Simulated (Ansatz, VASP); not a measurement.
# Al16N15 (V_N) in two plane-wave programs

One calculation is typed for both programs; each brings its own data sets. How far apart do they land? The cell is taken from a series of runs on this material, whose earlier steps may have relaxed, scaled, displaced or heated it; both programs get it as it stands.

Main program and level: Ansatz 0.2.0; plane waves, with VASP 6.6.1 beside it; single point at HSE06.

### Step 1. The starting structure

The cell holds 31 atoms: 16 Al and 15 N. Its edges and angles: a = 6.227 Å, b = 6.227 Å, c = 9.967 Å, α = 90.0°, β = 90.0°, γ = 120.0°. It derives from AlN (AlN (P6_3mc)). Nearest the centre at fractional (0.833, 0.667, 0.440): Al14 at 1.80 Å, Al13 at 1.81 Å, Al10 at 1.86 Å, Al6 at 1.88 Å, N31 at 3.02 Å, N29 at 3.03 Å, N22 at 3.04 Å, N28 at 3.05 Å.

Structure file:

```cif
data_structure
_symmetry_space_group_name_H-M 'P 1'
_symmetry_Int_Tables_number 1
_cell_length_a 6.2272
_cell_length_b 6.2272
_cell_length_c 9.9674
_cell_angle_alpha 90.000
_cell_angle_beta 90.000
_cell_angle_gamma 120.000
_cell_volume 334.73
loop_
_atom_site_label
_atom_site_type_symbol
_atom_site_fract_x
_atom_site_fract_y
_atom_site_fract_z
_atom_site_occupancy
Al1 Al 0.33118 0.16445 0.25197 1
Al2 Al 0.16699 0.33450 0.50051 1
Al3 Al 0.33600 0.16760 0.74978 1
Al4 Al 0.16692 0.33237 0.99957 1
Al5 Al 0.33237 0.66347 0.25204 1
Al6 Al 0.16540 0.84381 0.49887 1
Al7 Al 0.33657 0.66661 0.74882 1
Al8 Al 0.16585 0.83122 0.00175 1
Al9 Al 0.83480 0.16537 0.25093 1
Al10 Al 0.65980 0.33662 0.49565 1
Al11 Al 0.83491 0.16534 0.74794 1
Al12 Al 0.66701 0.33180 0.00053 1
Al13 Al 0.82857 0.65933 0.25941 1
Al14 Al 0.67766 0.82906 0.49606 1
Al15 Al 0.83733 0.66681 0.75020 1
Al16 Al 0.66804 0.83137 0.00165 1
N17 N 0.33095 0.17118 0.43988 1
N18 N 0.16787 0.33059 0.18967 1
N19 N 0.33246 0.16602 0.94045 1
N20 N 0.16969 0.33217 0.69065 1
N21 N 0.33102 0.67105 0.44144 1
N22 N 0.16334 0.82663 0.19355 1
N23 N 0.33412 0.66811 0.94036 1
N24 N 0.17141 0.83313 0.68992 1
N25 N 0.83171 0.17159 0.44033 1
N26 N 0.66609 0.32738 0.19081 1
N27 N 0.83158 0.16542 0.93949 1
N28 N 0.67136 0.33441 0.68774 1
N29 N 0.66904 0.82910 0.19355 1
N30 N 0.83265 0.66607 0.94033 1
N31 N 0.67149 0.82939 0.68761 1
```

### Step 2. Ansatz: single point, HSE06

Ansatz runs on its PAW soft_1 files.

With cell and atoms fixed, the geometry can't cause a difference; cores, projectors, grids and the points listed under the comparison can.

The input, input.yaml:

```yaml
crystal:
  checkpoint: "../q0_M1.relax.run"
  host: checkpoint
basis:
  ecutwfc: 420
  xc_grid: 2
hamiltonian:
  xc: hse06
  pseudopotentials: { kind: paw, azcp: { folder: soft_1 } }
kpoints:
  mp_grid: { grid: [1, 1, 1] }
magnetization:
  spin_polarized: true
  initial_magnetization: 1
  spin_locking: { lock_magnetization: hard }
scf:
  occupations: { method: fixed }
  max_iter: 100
output:
  forces: true
  charged_corrections:
    epsilon: [4.49, 4.49, 4.72]
    static_epsilon: [8.15, 8.15, 9.65]
    defect_position: [0.833333, 0.666667, 0.440482]
  eigenvalues: true
  eigenstates: { localisation: true }
  populations: true
  efg: {}
  write_density: true
  write_potential: true
  volumetric_format: npy
checkpoint:
  read: "../q0_M1.relax.run"
  write: "../q0_M1.hyb.run"
  compress: false
  write_wavefunctions: false
  write_every: 100000
```

The run is started by

```
$ ansatz run input.yaml --threads 8 --pin off --max-ram 18841MiB --backend cpu --events-out ev --progress --plain --runs-dir out
```

Numbers of over 12 decimals in the logs are rounded to 6 here.

What it wrote:

```text
Warning: checkpoint.read: hamiltonian.xc differs: saved pbesol, current hse06; the SCF iterates under this deck's functional from the saved state
crystal.checkpoint: the structure is that of <dir>, a `relax` run, at its step 6: its result, under pbesol at a charge of 0 e; 31 atoms read, 0 with a starting moment; this deck's functional is hse06; crystal.structure_sha256 for this input is
exact exchange: scf.exx.singularity resolves to wigner_seitz, which cuts the screened interaction at the faces of the exchange supercell's Wigner-Seitz cell, so that each pair interacts once, at the shortest of its separations (the periodic images that this leaves out come, for a point-like exchange hole, to about 0.241 eV on a filled level). The cut falls within the interaction's reach, and what an exchange supercel [...]
Engine: ansatz 0.2.0, x86_64-unknown-linux-gnu
Pseudopotentials: kind: paw
Pseudopotential: Al, paw, valence charge 3, recommended cutoff 420 eV (normal), soft_1/Al.paw.azcp
Pseudopotential: N, paw, valence charge 5, recommended cutoff 420 eV (normal), soft_1/N.paw.azcp
Functional definition: HSE06
  parameter a = 0.25
  parameter omega = 0.11/bohr
  exchange = pbe_x - a*pbe_x_sr(omega) + a*exact_x_sr(omega)
  correlation = pbe_c
davidson cushion auto → on  (no smearing: the cushion is to keep the highest requested band from converging to the state above it; pin scf.eigensolver.cushion to override)
Crystal: 31 atoms, lattice volume = 334.733 Å³
Basis set: ecut = 420 eV, 6561 PW (Γ), exchange–correlation on 90×90×144 points (8 copies of the dense FFT grid, shifted against one another)
Bands: 93, of which v1, the nominal top of the filled ones, is band 62 counted from 1 (61 counted from 0)
Symmetry: 1 space group operations
Space group: P1 (ITA 1), of the structure as read, at distance tolerance 6.9e-5 Å
Magnetic group: BNS 1.1 (UNI 1), of the structure as read, at distance tolerance 6.9e-5 Å
k-points: 1
Non-local potential: Al, projectors of the file, l = 0: 2, l = 1: 2, l = 2: 1
Non-local potential: N, projectors of the file, l = 0: 2, l = 1: 2, l = 2: 1
PAW form: soft (Blöchl's): semilocal exchange-correlation on the pseudo side does not see the compensation charge
PAW frozen core: Al, regenerated for the run's functional, and the local potential with it (the file was generated under x = pbe(κ = 0.804, μ = 0.219515), c = pbe(β = 0.066725))
PAW frozen core: N, regenerated for the run's functional, and the local potential with it (the file was generated under x = pbe(κ = 0.804, μ = 0.219515), c = pbe(β = 0.066725))
PAW one-centre angular grid: Al, 110 points (default); XC on 64 Gauss nodes
PAW one-centre angular grid: N, 110 points (default); XC on 64 Gauss nodes
Initial density: read from a saved state, or passed on in memory by an earlier SCF of this step, an earlier step, the calling program or the single point that the run made first
Starting moments: Σ|m| = 1 μB on 31 of 31 sites; this step starts from the density that it was given
Initial wavefunctions: pseudopotential atomic-orbital guess
Functional: x = pbe(κ = 0.804, μ = 0.219515), c = pbe(β = 0.066725), warm-up for x = pbe(κ = 0.804, μ = 0.219515) + 0.25 (exact − pbe) at short range (hse, ω = 0.207870 Å⁻¹), c = pbe(β = 0.066725); HSE06 as pw.x's `hse` composes it (authors' and Libxc's form: `xc: wpbeh`)
iter 1 solved again at ethr=3.13e-3 eV; its pass at ethr=1.00e-1 eV (dr2=3.85e0 eV) is discarded
SCF iter   1: F=—  HF=-14391.037222 eV  |F-HF|=—  |Δ(HF+E_count)|=         —  Δρ=1.68e-2 (↑1.68e-2 ↓1.46e-2)  dr2=3.81e0  dr2_m=6.38e-2  M=1.000 μB ∫|m|=1.094 μB  β_m=0.30  ethr=3.13e-3  ⟨swp⟩=3.0  Hψ=1152  notcnv=0
preconditioner: auto → none  [insulator: Δε(μ)=0.687 eV  Ē_g=12.495 eV  n_scr=66 (ndim 8)  ℏωp=22.5 eV  f_vac=0.000]
SCF iter   2: F=—  HF=-14390.157300 eV  |F-HF|=—  |Δ(HF+E_count)|=   8.80e-1  Δρ=7.85e-3 (↑7.85e-3 ↓6.53e-3)  dr2=4.53e-1  dr2_m=3.17e-2  M=1.000 μB ∫|m|=1.074 μB  β_m=0.33  ethr=3.10e-3  ⟨swp⟩=4.0  Hψ=481  notcnv=0
[...]
electrostatic potential = -1230.160292 V   contact ρ = 10112.952287 e/Å³   contact ρ_s (e/Å³): all electrons +0.008471, valence +0.008749
  atom   3  N  V_zz =    +3.031678   η = 0.8561   by run symmetry: allowed
            electrostatic potential = -515.587526 V   contact ρ = 1410.963303 e/Å³   contact ρ_s (e/Å³): all electrons -0.038329, valence -0.032129
  atom   4  N  V_zz =    +2.161285   η = 0.0656   by run symmetry: allowed
            electrostatic potential = -516.459091 V   contact ρ = 1409.725225 e/Å³   contact ρ_s (e/Å³): all electrons +0.006881, valence +0.017761
  atom   5  Al V_zz =    +1.343983   η = 0.6663   by run symmetry: allowed
            electrostatic potential = -1230.751320 V   contact ρ = 10112.814770 e/Å³   contact ρ_s (e/Å³): all electrons +0.015071, valence +0.015605
  atom   6  Al V_zz =    +1.452141   η = 0.2930   by run symmetry: allowed
            electrostatic potential = -1230.744097 V   contact ρ = 10112.845915 e/Å³   contact ρ_s (e/Å³): all electrons +0.051051, valence +0.051822
  atom   7  N  V_zz =    +2.316923   η = 0.1244   by run symmetry: allowed
            electrostatic potential = -516.684548 V   contact ρ = 1409.814682 e/Å³   contact ρ_s (e/Å³): all electrons +0.014117, valence +0.027102
  atom   8  N  V_zz =    +2.233819   η = 0.0480   by run symmetry: allowed
[...]
atom  10  Al V_zz =    +3.697664   η = 0.4149   by run symmetry: allowed
            electrostatic potential = -1229.834618 V   contact ρ = 10115.175305 e/Å³   contact ρ_s (e/Å³): all electrons +0.186312, valence +0.188870
  atom  11  N  V_zz =    +3.456519   η = 0.6258   by run symmetry: allowed
            electrostatic potential = -515.735588 V   contact ρ = 1411.125685 e/Å³   contact ρ_s (e/Å³): all electrons -0.026438, valence -0.027113
  atom  12  N  V_zz =    +2.654953   η = 0.1142   by run symmetry: allowed
            electrostatic potential = -516.442584 V   contact ρ = 1410.225694 e/Å³   contact ρ_s (e/Å³): all electrons +0.283199, valence +0.286104
  atom  13  Al V_zz =    +1.558914   η = 0.3483   by run symmetry: allowed
            electrostatic potential = -1230.763768 V   contact ρ = 10112.799910 e/Å³   contact ρ_s (e/Å³): all electrons +0.116497, valence +0.118014
  atom  14  Al V_zz =    +1.496722   η = 0.2849   by run symmetry: allowed
            electrostatic potential = -1230.667417 V   contact ρ = 10112.789538 e/Å³   contact ρ_s (e/Å³): all electrons +0.014568, valence +0.014963
  atom  15  N  V_zz =    +2.440580   η = 0.0779   by run symmetry: allowed
            electrostatic potential = -516.664204 V   contact ρ = 1409.861579 e/Å³   contact ρ_s (e/Å³): all electrons +0.019611, valence +0.034471
  atom  16  N  V_zz =    +2.570084   η = 0.1053   by run symmetry: allowed
            electrostatic potential = -516.669099 V   contact ρ = 1410.326405 e/Å³   contact ρ_s (e/Å³): all electrons +0.550032, valence +0.549831
  atom  17  Al V_zz =    +1.364457   η = 0.3469   by run symmetry: allowed
            electrostatic potential = -1230.543004 V   contact ρ = 10112.780740 e/Å³   contact ρ_s (e/Å³): all electrons -0.021329, valence -0.020983
  atom  18  Al V_zz =    +4.413773   η = 0.4287   by run symmetry: allowed
            electrostatic potential = -1229.656530 V   contact ρ = 10115.228329 e/Å³   contact ρ_s (e/Å³): all electrons -0.095976, valence -0.098754
  atom  19  N  V_zz =    +3.372255   η = 0.6844   by run symmetry: allowed
            electrostatic potential = -515.711973 V   contact ρ = 1411.062312 e/Å³   contact ρ_s (e/Å³): all electrons -0.039157, valence -0.037128
  atom  20  N  V_zz =    +2.517443   η = 0.0658   by run symmetry: allowed
            electrostatic potential = -516.531658 V   contact ρ = 1410.312825 e/Å³   contact ρ_s (e/Å³): all electrons +0.470284, valence +0.479158
  atom  21  Al V_zz =    +1.492243   η = 0.1961   by run symmetry: allowed
            electrostatic potential = -1230.696505 V   contact ρ = 10112.733232 e/Å³   contact ρ_s (e/Å³): all electrons +0.019725, valence +0.020275
  atom  22  Al V_zz =    +1.412174   η = 0.2649   by run symmetry: allowed
            electrostatic potential = -1230.758243 V   contact ρ = 10112.816668 e/Å³   contact ρ_s (e/Å³): all electrons +0.044037, valence +0.044695
  atom  23  N  V_zz =    +2.421962   η = 0.0690   by run symmetry: allowed
            electrostatic potential = -516.669773 V   contact ρ = 1409.856853 e/Å³   contact ρ_s (e/Å³): all electrons +0.020932, valence +0.037703
  atom  24  N  V_zz =    +2.800452   η = 0.0829   by run symmetry: allowed
            electrostatic potential = -516.569471 V   contact ρ = 1410.267802 e/Å³   contact ρ_s (e/Å³): all electrons +0.393961, valence +0.390454
  atom  25  Al V_zz =    +1.900320   η = 0.3576   by run symmetry: allowed
            electrostatic potential = -1230.569043 V   contact ρ = 10115.154744 e/Å³   contact ρ_s (e/Å³): all electrons +3.516611, valence +3.552232
  atom  26  Al V_zz =    +2.888555   η = 0.1311   by run symmetry: allowed
            electrostatic potential = -1229.671568 V   contact ρ = 10115.307229 e/Å³   contact ρ_s (e/Å³): all electrons +0.026227, valence +0.025551
  atom  27  N  V_zz =    +2.599393   η = 0.0322   by run symmetry: allowed
            electrostatic potential = -516.490911 V   contact ρ = 1410.340734 e/Å³   contact ρ_s (e/Å³): all electrons +0.435046, valence +0.440894
  atom  28  Al V_zz =    +0.877910   η = 0.4366   by run symmetry: allowed
            electrostatic potential = -1230.885194 V   contact ρ = 10112.788379 e/Å³   contact ρ_s (e/Å³): all electrons -0.042769, valence -0.042256
  atom  29  Al V_zz =    +1.504353   η = 0.5112   by run symmetry: allowed
            electrostatic potential = -1230.696151 V   contact ρ = 10112.810097 e/Å³   contact ρ_s (e/Å³): all electrons +0.041346, valence +0.042072
  atom  30  N  V_zz =    +2.168678   η = 0.0434   by run symmetry: allowed
            electrostatic potential = -516.650309 V   contact ρ = 1409.724800 e/Å³   contact ρ_s (e/Å³): all electrons -0.004997, valence -0.003192
  atom  31  N  V_zz =    +2.620932   η = 0.1035   by run symmetry: allowed
            electrostatic potential = -516.709462 V   contact ρ = 1410.449794 e/Å³   contact ρ_s (e/Å³): all electrons +0.649111, valence +0.649424
--- Band table (eV) ---
  k-point 0 ↑: bands = [... 58 lower, 5.9223, 5.9701, 5.9991, 10.0238, 11.3834, 11.7650, 12.0680, 12.4194, ... 27 higher]
  k-point 0 ↓: bands = [... 58 lower, 5.9834, 5.9960, 6.0175, 11.4611, 11.6450, 11.9831, 12.0946, 12.6689, ... 27 higher]
--- Löwdin populations: 31 sites ---
  site symbol       q [e]    m [muB]
     0     Al      1.8045     0.0039
     1     Al      1.7988     0.0028
     2      N      6.0896     0.0034
     3      N      6.1159     0.0094
     4     Al      1.8255     0.0219
     5     Al      1.8160     0.0072
     6      N      6.1078     0.0113
     7      N      6.1187     0.0134
     8     Al      1.8132     0.0029
     9     Al      2.0527     0.0964
    10      N      6.0589     0.0007
    11      N      6.0951     0.0078
    12     Al      1.8235     0.0279
    13     Al      1.8180     0.0135
    14      N      6.1045     0.0126
    15      N      6.1070     0.0237
    16     Al      1.8138     0.0048
    17     Al      2.0140     0.0347
    18      N      6.0622     0.0003
    19      N      6.1018     0.0213
    20     Al      1.8217     0.0224
    21     Al      1.8165     0.0139
    22      N      6.1049     0.0144
    23      N      6.1024     0.0156
    24     Al      2.2291     0.3233
    25     Al      2.1084     0.0823
    26      N      6.0999     0.0159
    27     Al      1.8602     0.0551
    28     Al      1.8205     0.0163
    29      N      6.1155     0.0025
    30      N      6.1087     0.0295
  spilling = 0.010331 (of n_electrons = 123.000000)
```

[end of part 1 of 2]

[Lines on the potential files, build, host, timing and source positions are cut from VASP's logs without a mark.]

[Logs are printed without paths, hosts, clocks, repeated set-up lines and the standing remarks that a program may print on its own settings, such as how far it seeks lower states.]

[Hosts, paths, dates, database ids (printed as entryN), source tags and the programs' standing remarks are cut or masked in the printed files.]
